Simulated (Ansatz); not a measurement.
LaAlO3:
```xyz
10
Lattice="2.7066 1.5626 4.3978 -2.7066 1.5626 4.3978 0.0000 -3.1253 4.3978" Properties=species:S:1:pos:R:3 pbc="T T T"
La     0.0000     0.0000     3.2984
La     0.0000     0.0000     9.8951
Al     0.0000     0.0000     0.0000
Al     0.0000     0.0000     6.5967
O      0.2106     1.5626     7.6962
O     -1.4586    -0.5989     7.6962
O      1.2480    -0.9637     7.6962
O     -0.2106    -1.5626     5.4973
O      1.4586     0.5989     5.4973
O     -1.2480     0.9637     5.4973
```

Relaxed with PBE.

Problem. Map the electron localisation function on the plane through (0.250, 0.250, 0.250) spanned by u = [1, -1, 0] and v = [1, 1, -1] in lattice vectors, from PBE in the plane-wave PAW code Ansatz.

Solution. x is the fraction of u, y of v (the angle between them is 90°; rows are the nearest grid lines); atoms in the plane: La at (0.00, 0.00), La at (0.00, 0.50), Al at (0.50, 0.25), Al at (0.50, 0.75), O at (0.54, 0.00), O at (0.46, 0.50).
```
|  =%@@+. -#@@#-:*@@*:-%@%-  |
|=+#@@#-  :*%@@%%@@%+.:*@@%+=|
|%%@@%+.  .=#@@@@@%#-..=%@@@%|
|@%#=:     .:+#%%*=:.   :*%@@|
|..    ....        ..      ..|
|     .....        ....      |
|    ......        ......    |
|..      ..        ....    ..|
|++-.     ..-==-:....    .:=+|
|@@@@*:  :=#%@@@#+:.   :+%@@@|
|=+%@@*:.+%@@%%@@%*:  -#@@#+=|
| .+%@#::*@@#++%@@#- .=@@@+. |
| .+%@#::*@@#++%@@#- .=@@@+. |
|=+%@@*:.+%@@%%@@%*:  -#@@#+=|
|@@@@*:  :=#%@@@#+:.   :+%@@@|
|++-.     ..-==-:....    .:=+|
|..      ..        ....    ..|
|    ......        ......    |
|     .....        ....      |
|..    ....        ..      ..|
|@%#=:     .:+#%%*=:.   :*%@@|
|%%@@%+.  .=#@@@@@%#-..=%@@@%|
|=+#@@#-  :*%@@%%@@%+.:*@@%+=|
|  =%@@+. -#@@#-:*@@*:-%@%-  |
```
Scale: ten equal steps from 0.001 (start of ' ') to 0.873 (end of '@'), in the order ' .:-=+*#%@'; x runs from 0.000 to 1.00, y from 0.000 (bottom) to 1.00 (top).

The density is the valence pseudo-density with augmentation charge, so density and ELF within about 1 Å of a nucleus are not all-electron values.

Space group R-3c. Symmetry was held in the PBE relaxation. Spin–orbit coupling is left out wherever it is not named.

Potentials: the later of the program's two PAW sets.
